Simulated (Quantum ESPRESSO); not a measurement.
**Au: phonons with PBE+D2**

Au:

```xyz
1
Lattice="0.0000 2.0350 2.0350 2.0350 0.0000 2.0350 2.0350 2.0350 0.0000" Properties=species:S:1:pos:R:3 pbc="T T T"
Au    0.0000    0.0000    0.0000
```

| Item | Value |
| --- | --- |
| Program | Quantum ESPRESSO 7.5 |
| Task | phonons |
| Functional | PBE |
| Dispersion | D2 |
| Potentials or basis | PseudoDojo 0.4.1 SR PBE standard |
| Cutoff | 1034 eV |
| Density cutoff | 4136 eV |
| k mesh | 11 × 11 × 11 |
| Occupations | cold, width 0.136 eV |
| Spin | no spin polarisation |
| Mixing beta | 0.5 |
| Most SCF iterations | 120 |
| SCF threshold | 2e-10 Ry |

```yaml
Relaxed_volume: 15.93 Å³/atom
Relaxed_cell: a = 2.824 Å, b = 2.824 Å, c = 2.824 Å, α = 60.00°, β = 60.00°, γ = 60.00°
Space_group_after_relaxing_to_0.05_Å: Fm-3m (No. 225)
Pressure_after_relaxing: 0.0 GPa
Band_gap_on_the_k_mesh: none (metal or under the smearing width)
Highest_phonon_frequency_at_the_q_point_run: 142 cm⁻¹
```

Step by step:
| step | energy change (eV) | largest force (eV/Å) | pressure (GPa) | volume (Å³) |
| --- | --- | --- | --- | --- |
| 1 | 0.0000 | 0.0000 | -8.99 | 16.85 |
| 2 | -0.0270 | 0.0000 | -1.94 | 16.09 |
| 3 | -0.0280 | 0.0000 | 0.37 | 15.90 |
| 4 | -0.0280 | 0.0000 | -0.01 | 15.93 |
| 5 | -0.0280 | 0.0000 | 0.00 | 15.93 |

Final structure:
```
Au
1.0
     0.00000    1.99696    1.99696
     1.99696    0.00000    1.99696
     1.99696    1.99696    0.00000
Au
1
Direct
  0.00000 0.00000 0.00000
```

Levels at points of the mesh, in eV from the Fermi level:
```tsv
k point	band 6	band 7	band 8	band 9	band 10	band 11	band 12	band 13	band 14	band 15
(0.00, 0.00, 0.00)	-5.05	-5.05	-5.05	-3.34	-3.34	14.39	18.76	18.76	18.76	23.93
```

Phonon frequencies in cm⁻¹ (negative: imaginary):
```tsv
q point	frequencies
(0.375, 0.375, 0.750)	56 99 142
```

Phonon modes at q = (0.375, 0.375, 0.750) in reciprocal lattice units:
| mode | symmetry | cm⁻¹ |
| --- | --- | --- |
| 1 | B_1 | 56 |
| 2 | A_1 | 99 |
| 3 | B_2 | 142 |

Wall time 16 min on 1 thread of Arm Neoverse V1, with other jobs on the host, peak memory 0.09 GiB.

Caveat: the q point doesn't lie on the k mesh, which can shift a metal's frequencies strongly unless the mesh is converged; pairwise dispersion overbinds metals, which lowers pressure and volume. Spin-orbit coupling is left out, which matters for the levels of Au.
